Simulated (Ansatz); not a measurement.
## Band structure of Pb

```yaml
crystal:
  lattice:
    - [0.00000, 3.43900, 3.43900]
    - [3.43900, 0.00000, 3.43900]
    - [3.43900, 3.43900, 0.00000]
  atoms:
    - { symbol: Pb, position: [0.00000, 0.00000, 0.00000] }
    - { symbol: Pb, position: [0.25000, 0.25000, 0.25000] }
```

Atoms are numbered in the order listed.

Structure from Materials Project entry mp-1247117 (possibly hypothetical), not relaxed further.

No spin–orbit coupling, which matters for the heavy atoms here.

Computed with DFT, PBE, all-electron LAPW, scalar-relativistic in Ansatz 0.2.0.

The runs use a Γ-centred 8×8×8 k mesh, Fermi–Dirac smearing of 0.05 eV, basis error target 0.25 meV/atom, no spin polarisation.

Points in fractions of the reciprocal vectors of this cell: Γ (0, 0, 0), X (0.5, 0, 0.5), U (0.625, 0.25, 0.625), K (0.375, 0.375, 0.75), L (0.5, 0.5, 0.5), W (0.5, 0.25, 0.75). The path joins them by straight lines in the order Γ–X–U–K–Γ–L–W–X; legs that retrace an earlier one aren't tabulated. Energies are in eV from the Fermi level.

(1) Metal or insulator at this level of theory?

(2) Tabulate bands 33 to 39, counted from the lowest band of the run, along the path.

## Answers

(1) No gap opens: metallic or semimetallic.

(2) 
```
k (1/Å)  point  band 33  band 34  band 35  band 36  band 37  band 38  band 39
   0.00      Γ   -11.19    -3.96     0.35     0.35     0.35     2.36     2.36
   0.13          -11.13    -4.18     0.08     0.08     0.54     2.07     2.69
   0.26          -10.95    -4.73    -0.45    -0.45     0.99     1.59     3.42
   0.39          -10.66    -5.45    -0.97    -0.97     1.18     1.38     4.27
   0.52          -10.27    -6.24    -1.42    -1.42     0.88     1.48     5.16
   0.65           -9.78    -7.03    -1.75    -1.75     0.72     1.30     6.04
   0.78           -9.19    -7.80    -1.96    -1.96     0.70     1.03     6.78
   0.91      X    -8.53    -8.53    -2.03    -2.03     0.81     0.81     7.12
   0.96           -8.54    -8.52    -2.06    -2.02     0.82     0.88     6.99
   1.01           -8.56    -8.49    -2.16    -2.00     0.83     1.07     6.71
   1.05           -8.60    -8.45    -2.29    -1.96     0.84     1.35     6.38
   1.10           -8.65    -8.39    -2.43    -1.92     0.86     1.70     6.05
   1.14           -8.72    -8.31    -2.57    -1.85     0.89     2.10     5.72
   1.19           -8.81    -8.21    -2.69    -1.78     0.91     2.53     5.42
   1.24      U    -8.91    -8.10    -2.78    -1.69     0.94     2.97     5.14
   1.32           -8.97    -8.04    -2.79    -1.73     1.10     3.17     4.87
   1.40           -9.02    -7.98    -2.76    -1.86     1.48     3.27     4.44
   1.48           -9.04    -7.95    -2.73    -1.97     1.88     3.12     4.25
   1.56           -9.04    -7.95    -2.73    -1.97     1.88     3.12     4.25
   1.64           -9.02    -7.98    -2.76    -1.86     1.48     3.27     4.44
   1.72           -8.97    -8.04    -2.79    -1.73     1.10     3.17     4.87
   1.80      K    -8.91    -8.10    -2.78    -1.69     0.94     2.97     5.14
   1.93           -9.30    -7.66    -2.86    -1.38     0.98     4.04     4.47
   2.07           -9.75    -7.08    -2.63    -0.99     0.92     3.95     4.15
   2.21          -10.21    -6.38    -2.15    -0.58     0.73     3.40     3.56
   2.35          -10.62    -5.60    -1.48    -0.20     0.50     2.89     3.04
   2.49          -10.93    -4.83    -0.70     0.10     0.34     2.52     2.66
   2.63          -11.12    -4.20     0.02     0.28     0.31     2.35     2.43
   2.76      Γ   -11.19    -3.96     0.35     0.35     0.35     2.36     2.36
   2.88          -11.14    -4.13     0.24     0.25     0.25     2.43     2.48
   2.99          -11.01    -4.58    -0.03     0.02     0.02     2.76     2.76
   3.10          -10.80    -5.19    -0.35    -0.24    -0.24     3.07     3.07
   3.22          -10.53    -5.86    -0.63    -0.47    -0.47     3.30     3.30
   3.33          -10.22    -6.48    -0.84    -0.65    -0.65     3.42     3.42
   3.44           -9.95    -6.96    -0.96    -0.76    -0.76     3.47     3.47
   3.56      L    -9.84    -7.14    -1.01    -0.80    -0.80     3.48     3.48
   3.65           -9.81    -7.17    -1.51    -0.86    -0.27     3.37     3.58
   3.74           -9.72    -7.25    -2.02    -1.02     0.34     3.19     3.90
   3.83           -9.57    -7.39    -2.40    -1.27     0.89     3.06     4.37
   3.93           -9.37    -7.60    -2.64    -1.58     1.39     3.04     4.79
   4.02           -9.12    -7.87    -2.72    -1.91     1.85     3.07     4.33
   4.11           -8.82    -8.18    -2.66    -2.22     2.28     2.99     4.11
   4.20      W    -8.51    -8.51    -2.48    -2.48     2.69     2.69     4.22
   4.27           -8.51    -8.51    -2.47    -2.47     2.51     2.51     4.43
   4.33           -8.51    -8.51    -2.41    -2.41     2.14     2.14     4.89
   4.40           -8.52    -8.52    -2.33    -2.33     1.74     1.74     5.44
   4.46           -8.52    -8.52    -2.23    -2.23     1.38     1.38     6.00
   4.53           -8.52    -8.52    -2.13    -2.13     1.08     1.08     6.53
   4.59           -8.53    -8.53    -2.06    -2.06     0.88     0.88     6.95
   4.66      X    -8.53    -8.53    -2.03    -2.03     0.81     0.81     7.12
```
